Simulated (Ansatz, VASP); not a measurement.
## Ca in VASP and in Ansatz

```
Ca
1.0
    -2.26034    2.26034    2.25102
     2.26034   -2.26034    2.25102
     2.26034    2.26034   -2.25102
Ca
1
Direct
  0.50000 0.50000 0.00000
```

Change from the starting cell: strain +0.025 along x and y, +0.025 along z, atoms carried along.

Alike in both runs: task single point; functional PBE; k mesh 16 × 16 × 16; occupations gaussian, width 0.15 eV; no spin polarisation.

|  | VASP | Ansatz |
| --- | --- | --- |
| version | VASP 6.6.1 | Ansatz 0.2.0 |
| potentials or method | VASP PAW PBE potentials, release 64 (Ca_sv) | scalar-relativistic, plane waves, PAW |
| plane-wave cutoff (eV) | 520 | 420 |
| valence electrons in the cell | 10 | 10 |

|  | VASP | Ansatz | Ansatz less VASP |
| --- | --- | --- | --- |
| gap on the k mesh at the Fermi level (eV) | none | none | - |
| pressure (GPa) | -1.3 | -1.3 | -0.01 |

A gap of «none» marks a metal or a gap that the smearing closes. With one functional, cell and mesh, what is left measures potentials, basis and numerics.
